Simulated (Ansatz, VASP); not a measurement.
One calculation of Pt, two programs

File POSCAR:

```
Pt
1.0
    2.7606656200      0.0000000000      0.0000000000
   -1.3803328100      2.3908065500      0.0000000000
    0.0000000000      0.0000000000      4.7921340000
Pt
2
Direct
    0.6666666667      0.3333333333      0.7500000000
    0.3333333333      0.6666666667      0.2500000000
```

Contents of INCAR.step1:

```
SYSTEM = Pt
PREC = Accurate
ENCUT = 520
ISMEAR = 1
SIGMA = 0.1
LREAL = .False.
LASPH = .True.
NELM = 80
NBANDS = 17
GGA = PE
ALGO = Normal
EDIFF = 1E-4
LWAVE = .True.
LCHARG = .False.
```

File INCAR.step2:

```
SYSTEM = Pt
PREC = Accurate
ENCUT = 520
EDIFF = 1E-6
ISMEAR = 1
SIGMA = 0.1
LREAL = .False.
LASPH = .True.
NELM = 80
ALGO = Normal
ISIF = 2
LWAVE = .False.
LCHARG = .False.
METAGGA = R2SCAN
LMIXTAU = .True.
NBANDS = 17
ISTART = 1
```

The input KPOINTS:

```
Automatic mesh
0
Gamma
  11 11 6
  0 0 0
```

Input for Ansatz:

```yaml
crystal:
  lattice:
    - [2.76066562, 0.0, 0.0]
    - [-1.38033281, 2.39080655, 0.0]
    - [0.0, 0.0, 4.792134]
  atoms:
    - { symbol: Pt, position: [0.6666666666666666, 0.3333333333333333, 0.75] }
    - { symbol: Pt, position: [0.33333333333333337, 0.6666666666666666, 0.25] }
basis:
  ecutwfc: 650.0
kpoints:
  mp_grid:
    grid: [11, 11, 6]
    shift: [0.0, 0.0, 0.0]
hamiltonian:
  xc: r2scan
scf:
  occupations:
    method: methfessel_paxton
    width: 0.1
output:
  forces: true
  stress: true
```

This isn't the form of Pt at room conditions, which is fcc.

Alike in both runs: task single point; functional r2SCAN; k mesh 11 × 11 × 6; occupations methfessel-paxton of order 1, width 0.1 eV; no spin polarisation.

|  | VASP | Ansatz |
| --- | --- | --- |
| version | VASP 6.6.1 | Ansatz 0.2.0 |
| potentials or method | VASP PAW PBE potentials, release 64 (Pt) | plane waves, PAW |
| plane-wave cutoff (eV) | 520 | 650 |
| valence electrons in the cell | 20 | 36 |

```csv
,VASP,Ansatz,Ansatz less VASP
pressure (GPa),-5.8,-6.4,-0.56
largest component of the traceless stress (GPa),0.64,0.85,+0.212
```

The two sets of potentials don't hold the same shells in valence.

Caveats: the PAW data sets were made with another functional, which shifts forces and pressure a little (VASP). The runs have no spin-orbit coupling, so splittings on Pt are missing.
